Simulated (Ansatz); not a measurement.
Set up this calculation in Ansatz 0.2.0, as the native input.

```
Task                : relaxation of cell and atoms
Functional          : BLYP
Potentials or basis : Ansatz PAW
Cutoff              : 420 eV (not typed: the program's choice for these potentials)
k mesh              : 11 × 11 × 6
Occupations         : fermi-dirac, width 0.05 eV
Spin                : no spin polarisation
```

Ru:

```
Ru
1.0
     2.70580    0.00000    0.00000
    -1.35290    2.34329    0.00000
     0.00000    0.00000    4.28190
Ru
2
Direct
  0.66667 0.33333 0.75000
  0.33333 0.66667 0.25000
```

The input as run:

input.yaml

```yaml
crystal:
  lattice:
    - [2.7058, 0.0, 0.0]
    - [-1.3529, 2.3432915376, 0.0]
    - [0.0, 0.0, 4.2819]
  atoms:
    - { symbol: Ru, position: [0.6666666667, 0.3333333333, 0.75] }
    - { symbol: Ru, position: [0.3333333333, 0.6666666667, 0.25] }
hamiltonian:
  xc: blyp
  pseudopotentials: { kind: paw }
kpoints:
  mp_grid: { grid: [11, 11, 6] }
scf:
  occupations: { method: fermi_dirac, width: 0.05 }
output:
  forces: true
  stress: true
  write_density: true
  write_potential: true
  elf: true
  volumetric_format: npy
relax:
  f_tol: 0.01
  max_steps: 40
  cell: { stress_tol: 0.05 }
```

Potentials or basis: Ansatz PAW.

Launch:

```bash
$ ansatz run input.yaml --threads 2 --pin off --max-ram 5632MiB --backend cpu --events-out ev --progress --plain --runs-dir out
```

It gave:

```yaml
Relaxed_volume: 14.42 Å³/atom
Relaxed_cell: a = 2.764 Å, b = 2.764 Å, c = 4.360 Å, α = 90.00°, β = 90.00°, γ = 120.00°
Space_group_after_relaxing_to_0.05_Å: P6_3/mmc (No. 194)
Energy_gained_by_relaxing: 46.8 meV/atom
Ionic_steps: 6
Pressure_after_relaxing: 0.0 GPa
Band_gap_on_the_k_mesh: none (metal or under the smearing width)
```

Caveat: the plane-wave basis is chosen anew once the cell has moved, so the energies of steps on either side of that aren't comparable; the PAW data sets come from PBE, with cores solved anew for the run's functional, which leaves a small shift of forces and pressure.

It took 10 s on 2 threads of Intel(R) Xeon(R) Processor @ 2.50GHz (Skylake/Cascade Lake), with other jobs on the host, peak memory 0.36 GiB.
